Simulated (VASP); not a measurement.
# MgSe (Fm-3m) in VASP: single point with PBE

Aim: the single point of MgSe with PBE.

Everything below comes from runs of VASP 6.6.1. Logs are shortened: lines on timing, memory, paths and dates and some standing lists are left out, and cuts for length are marked.

## 1. Starting point

It takes space group Fm-3m (No. 225, cubic). Conventional cell: a = 5.451 Å, b = 5.451 Å, c = 5.451 Å, α = 90.00°, β = 90.00°, γ = 90.00°. Mg (site symmetry m-3m) has 6 Se at 2.73 Å as nearest neighbours. Around Se (site symmetry m-3m) lie 6 Mg at 2.73 Å.

## 2. Single point, PBE

INCAR reads:

```
SYSTEM = MgSe
ALGO     = Normal         ! electronic algorithm
EDIFF    = 1E-6           ! SCF threshold, eV
ENCUT    = 520            ! plane-wave cutoff, eV
GGA      = PE             ! functional
ISIF     = 2              ! what is computed and relaxed
ISMEAR   = 0              ! smearing method
LASPH    = .True.         ! aspherical terms in the spheres
LCHARG   = .False.        ! write CHGCAR
LREAL    = .False.        ! projectors in reciprocal space
LWAVE    = .False.        ! write WAVECAR
NBANDS   = 11             ! bands
NELM     = 100            ! most SCF steps
PREC     = Accurate       ! precision mode
SIGMA    = 0.1            ! smearing width, eV
```

KPOINTS reads:

```
k-points
0
Gamma
  6 6 6
  0 0 0
```

POSCAR reads:

```
MgSe
1.0
    0.0000000000      2.7255000000      2.7255000000
    2.7255000000      0.0000000000      2.7255000000
    2.7255000000      2.7255000000      0.0000000000
Mg Se
1 1
Direct
    0.0000000000      0.0000000000      0.0000000000
    0.5000000000      0.5000000000      0.5000000000
```

Potentials or basis: VASP PAW PBE potentials, release 64 (Mg, Se).

Started as:

```sh
cat potpaw_PBE.64/Mg/POTCAR potpaw_PBE.64/Se/POTCAR > POTCAR
mpirun -np 1 vasp_std > vasp.out
```

OUTCAR:

```text
SYSTEM = MgSe
   EDIFF = 1E-6
   ENCUT = 520
   GGA = PE
   ISIF = 2
   ISMEAR = 0
   LASPH = .True.
   LREAL = .False.
   NELM = 100
   PREC = Accurate

 ion  position               nearest neighbor table
   1  0.000  0.000  0.000-   2 2.73   2 2.73   2 2.73   2 2.73   2 2.73   2 2.73
   2  0.500  0.500  0.500-   1 2.73   1 2.73   1 2.73   1 2.73   1 2.73   1 2.73

  LATTYP: Found a face centered cubic cell.
 ALAT       =     5.4510000000

  Lattice vectors:

 A1 = (   0.0000000000,   2.7255000000,   2.7255000000)
 A2 = (   2.7255000000,   0.0000000000,   2.7255000000)
 A3 = (   2.7255000000,   2.7255000000,   0.0000000000)

Analysis of symmetry for initial positions (statically):
=====================================================================
 Subroutine PRICEL returns:
 Original cell was already a primitive cell.

 Routine SETGRP: Setting up the symmetry group for a
 face centered cubic supercell.

 Subroutine GETGRP returns: Found 48 space group operations
 (whereof 48 operations were pure point group operations)
 out of a pool of 48 trial point group operations.

The static configuration has the point symmetry O_h .

Analysis of symmetry for dynamics (positions and initial velocities):
=====================================================================
 Subroutine PRICEL returns:
 Original cell was already a primitive cell.

 Routine SETGRP: Setting up the symmetry group for a
 face centered cubic supercell.

 Subroutine GETGRP returns: Found 48 space group operations
 (whereof 48 operations were pure point group operations)
 out of a pool of 48 trial point group operations.

The dynamic configuration has the point symmetry O_h .

 Subroutine INISYM returns: Found 48 space group operations
 (whereof 48 operations are pure point group operations),
 and found     1 'primitive' translations

----------------------------------------------------------------------------------------

                                     Primitive cell

  volume of cell :      40.4919

  direct lattice vectors                    reciprocal lattice vectors
     0.000000000  2.725500000  2.725500000    -0.183452578  0.183452578  0.183452578
     2.725500000  0.000000000  2.725500000     0.183452578 -0.183452578  0.183452578
     2.725500000  2.725500000  0.000000000     0.183452578  0.183452578 -0.183452578

  length of vectors
     3.854439064  3.854439064  3.854439064     0.317749185  0.317749185  0.317749185

  position of ions in fractional coordinates (direct lattice)
     0.000000000  0.000000000  0.000000000
     0.500000000  0.500000000  0.500000000

  ion indices of the primitive-cell ions
   primitive index   ion index
                 1           1
                 2           2

----------------------------------------------------------------------------------------

 KPOINTS: k-points

Automatic generation of k-mesh.
 Grid dimensions read from file:
 generate k-points for:    6    6    6

 Generating k-lattice:

  Cartesian coordinates                     Fractional coordinates (reciprocal lattice)
    -0.030575430  0.030575430  0.030575430     0.166666667  0.000000000  0.000000000
     0.030575430 -0.030575430  0.030575430     0.000000000  0.166666667  0.000000000
     0.030575430  0.030575430 -0.030575430     0.000000000  0.000000000  0.166666667

  Length of vectors
     0.052958198  0.052958198  0.052958198

  Shift w.r.t. Gamma in fractional coordinates (k-lattice)
     0.000000000  0.000000000  0.000000000

 Subroutine IBZKPT returns following result:
 ===========================================

 Found     16 irreducible k-points:

 Following reciprocal coordinates:
            Coordinates               Weight
  0.000000  0.000000  0.000000      1.000000
  0.166667  0.000000  0.000000      8.000000
  0.333333  0.000000  0.000000      8.000000
  0.500000  0.000000  0.000000      4.000000
  0.166667  0.166667  0.000000      6.000000
  0.333333  0.166667  0.000000     24.000000
[... 8 lines left out ...]
 -0.333333  0.333333  0.166667     24.000000
 -0.333333  0.500000  0.166667     12.000000
   k-points           NKPTS =     16   k-points in BZ     NKDIM =     16   number of bands    NBANDS=     11
   number of dos      NEDOS =    301   number of ions     NIONS =      2
   total plane-waves  NPLWV =  27000
   dimension x,y,z NGX =    30 NGY =   30 NGZ =   30
   dimension x,y,z NGXF=    60 NGYF=   60 NGZF=   60
   ions per type =               1   1
   NGX,Y,Z   is equivalent  to a cutoff of  12.94, 12.94, 12.94 a.u.
   NGXF,Y,Z  is equivalent  to a cutoff of  25.88, 25.88, 25.88 a.u.
 SYSTEM =  MgSe
   PREC   = accura    normal or accurate (medium, high low for compatibility)
   ISTART =      0    job   : 0-new  1-cont  2-samecut
   ICHARG =      2    charge: 1-file 2-atom 10-const
   ISPIN  =      1    spin polarized calculation?
   LNONCOLLINEAR =      F non collinear calculations
   LSORBIT =      F    spin-orbit coupling
   LASPH  =      T    aspherical Exc in radial PAW
   ENCUT  =  520.0 eV  38.22 Ry    6.18 a.u.   7.17  7.17  7.17*2*pi/ulx,y,z
   NELM   =    100;   NELMIN=  2; NELMDL= -5     # of ELM steps
   EDIFF  = 0.1E-05   stopping-criterion for ELM
   LREAL  =      F    real-space projection
   EDIFFG = 0.1E-04   stopping-criterion for IOM
   NSW    =      0    number of steps for IOM
   IBRION =     -1    ionic relax: 0-MD 1-quasi-New 2-CG
   NFREE  =      0    steps in history (QN), initial steepest desc. (CG)
   ISIF   =      2    stress and relaxation
   ISYM   =      2    0-nonsym 1-usesym 2-fastsym
   POTIM  = 0.5000    time-step for ionic-motion
   TEBEG  =    0.0;   TEEND  =   0.0 temperature during run
   PSTRESS=    0.0 pullay stress
   NELECT =       8.0000    total number of electrons
   NUPDOWN=      -1.0000    fix difference up-down
   EMIN   =  10.00;   EMAX   =-10.00  energy-range for DOS
   EFERMI =   0.00;   METHOD = LEGACY
   ISMEAR =     0;   SIGMA  =   0.10  broadening in eV -4-tet -1-fermi 0-gaus
   EFERMI_NEDOS =   21; number of points for ismear=-14 and -15
   IALGO  =     38    algorithm
   IMIX   =      4    mixing-type and parameters
     AMIX     =   0.40;   BMIX     =  1.00
     AMIX_MAG =   1.60;   BMIX_MAG =  1.00
  volume/ion in A,a.u.               =      20.25       136.63
  Fermi-wavevector in a.u.,A,eV,Ry     =   0.953488  1.801831 12.369596  0.909140
  Thomas-Fermi vector in A             =   2.082148
   LORBIT       =      0    0 simple, 1 ext, 2 COOP (PROOUT), +10 PAW based schemes
   GGA     = PE    functional components
   LHFCALC =     F    Hartree Fock is set to
   AEXX    =    0.0000 exact exchange contribution
   IVDW    =     0    specifies the selected vdW correction
   LEPSILON=     F    determine dielectric tensor
   LRPA    =     F    only Hartree local field effects (RPA)
 non-spin polarized calculation
 Gauss-broadening in eV      SIGMA  =   0.10
  energy-cutoff  :      520.00
  volume of cell :       40.49
 maximum number of plane-waves:      1113
 NGX is ok and might be reduce to    30
   NGX = 15   NGY = 15   NGZ = 15

 number of electron       8.0000001 magnetization

 Free energy of the ion-electron system (eV)
  ---------------------------------------------------
  ext. energy  EPLUGINS =         0.00000000
  ---------------------------------------------------
  free energy    TOTEN  =        -7.47854276 eV

  energy without entropy =       -7.47854276  energy(sigma->0) =       -7.47854276

 E-fermi :   3.6563     XC(G=0):  -9.4885

 val. band max:        3.2319280612   @ k =   0.0000   0.0000   0.0000
 cond. band min:       5.0306261927   @ k =   0.5000   0.5000   0.0000
 fundamental gap:      1.7986981315
 Fermi energy:         3.6563104636

 k-point     1 :       0.0000    0.0000    0.0000
  band No.  band energies     occupation
      1      -9.7120      2.00000
      2       3.2319      2.00000
      3       3.2319      2.00000
      4       3.2319      2.00000
      5       5.8277      0.00000
      6      10.6411      0.00000
      7      10.6411      0.00000
      8      10.6411      0.00000
      9      13.1998      0.00000
     10      13.1998      0.00000
     11      14.2084      0.00000

 k-point     2 :       0.1667    0.0000    0.0000
  band No.  band energies     occupation
      1      -9.4803      2.00000
      2       1.4017      2.00000
      3       3.0634      2.00000
      4       3.0634      2.00000
      5       7.1258      0.00000
      6      10.3666      0.00000
      7      10.8191      0.00000
      8      10.8191      0.00000
      9      12.1258      0.00000
     10      12.1258      0.00000
     11      13.7393      0.00000

 k-point     3 :       0.3333    0.0000    0.0000
  band No.  band energies     occupation
      1      -8.9305      2.00000
      2      -0.7887      2.00000
      3       2.7747      2.00000
      4       2.7747      2.00000
      5       7.2439      0.00000
      6       9.7770      0.00000
      7       9.7770      0.00000
      8      11.8192      0.00000
      9      13.1720      0.00000
     10      14.0191      0.00000
     11      14.0191      0.00000

 k-point     4 :       0.5000    0.0000    0.0000
  band No.  band energies     occupation
      1      -8.5897      2.00000
      2      -1.7214      2.00000
      3       2.6487      2.00000
      4       2.6487      2.00000
      5       7.0570      0.00000
      6       9.3274      0.00000
      7       9.3274      0.00000
      8      11.8570      0.00000
      9      14.6774      0.00000
     10      17.1182      0.00000
     11      17.1183      0.00000
[... 127 lines left out ...]
 k-point    14 :       0.5000    0.3333    0.1667
  band No.  band energies     occupation
      1      -8.5587      2.00000
      2      -0.6142      2.00000
      3       0.9412      2.00000
      4       1.9183      2.00000
      5       7.6326      0.00000
      6       9.4288      0.00000
      7       9.7512      0.00000
      8      12.4379      0.00000
      9      14.0908      0.00000
     10      16.5951      0.00000
     11      17.5407      0.00000

 k-point    15 :      -0.3333    0.3333    0.1667
  band No.  band energies     occupation
      1      -8.3286      2.00000
      2      -0.8218      2.00000
      3       0.4213      2.00000
      4       1.5322      2.00000
      5       7.7832      0.00000
      6       9.2172      0.00000
      7      11.5507      0.00000
      8      11.5529      0.00000
      9      14.2603      0.00000
     10      15.7951      0.00000
     11      18.4453      0.00000

 k-point    16 :      -0.3333    0.5000    0.1667
  band No.  band energies     occupation
      1      -8.2408      2.00000
      2      -0.6025      2.00000
      3       0.5498      2.00000
      4       0.8329      2.00000
      5       6.8140      0.00000
      6       9.0328      0.00000
      7      11.4271      0.00000
      8      12.7205      0.00000
      9      15.8294      0.00000
     10      17.1132      0.00000
     11      17.8447      0.00000

------------------------ aborting loop because EDIFF is reached ----------------------------------------

  FORCE on cell =-STRESS in cart. coord.  units (eV):
  Direction    XX          YY          ZZ          XY          YZ          ZX
  --------------------------------------------------------------------------------------
  -------------------------------------------------------------------------------------
  Total        0.4904039      0.4904039      0.4904039     -0.0000000      0.0000000     -0.0000000
  in kB       19.4042102     19.4042102     19.4042102     -0.0000000      0.0000000     -0.0000000
  external PRESSURE =      19.4042102 kB  Pullay stress =       0.0000000 kB

 VOLUME and BASIS-vectors are now :
 -----------------------------------------------------------------------------
  energy-cutoff  :      520.00
  volume of cell :       40.49
      direct lattice vectors                 reciprocal lattice vectors
     0.000000000  2.725500000  2.725500000    -0.183452578  0.183452578  0.183452578
     2.725500000  0.000000000  2.725500000     0.183452578 -0.183452578  0.183452578
     2.725500000  2.725500000  0.000000000     0.183452578  0.183452578 -0.183452578

 POSITION                                       TOTAL-FORCE (eV/Angst)
 -----------------------------------------------------------------------------------
      0.00000      0.00000      0.00000        -0.000000     -0.000000     -0.000000
      2.72550      2.72550      2.72550         0.000000      0.000000      0.000000
 -----------------------------------------------------------------------------------
    total drift:                               -0.000000     -0.000000      0.000000

  FREE ENERGIE OF THE ION-ELECTRON SYSTEM (eV)
  ---------------------------------------------------
  free  energy   TOTEN  =        -7.4785427624 eV

  energy  without entropy=       -7.4785427624  energy(sigma->0) =       -7.47854276
```

It took 8.6 s on 1 thread of Intel Xeon Platinum 8259CL at 2.50GHz (Skylake/Cascade Lake), shared host; peak memory 0.16 GiB.

What came out:

```yaml
Free_energy: -7.4785 eV
Pressure: 1.9 GPa
Band_gap_on_the_k_mesh: 1.80 eV, indirect (least direct gap 2.60 eV)
```

Levels at points of the mesh, in eV from the valence-band top:
```csv
k point,band 2,band 3,band 4,band 5,band 6,band 7
"(0.00, 0.00, 0.00)",0.00,0.00,0.00,2.60,7.41,7.41
"(0.50, 0.00, 0.00)",-4.95,-0.58,-0.58,3.83,6.10,6.10
"(0.50, 0.50, 0.00)",-4.27,-1.79,-1.79,1.80,3.96,11.75
```

A k mesh can miss the band edges. PBE gaps usually lie below the measured ones, often by a third to a half.
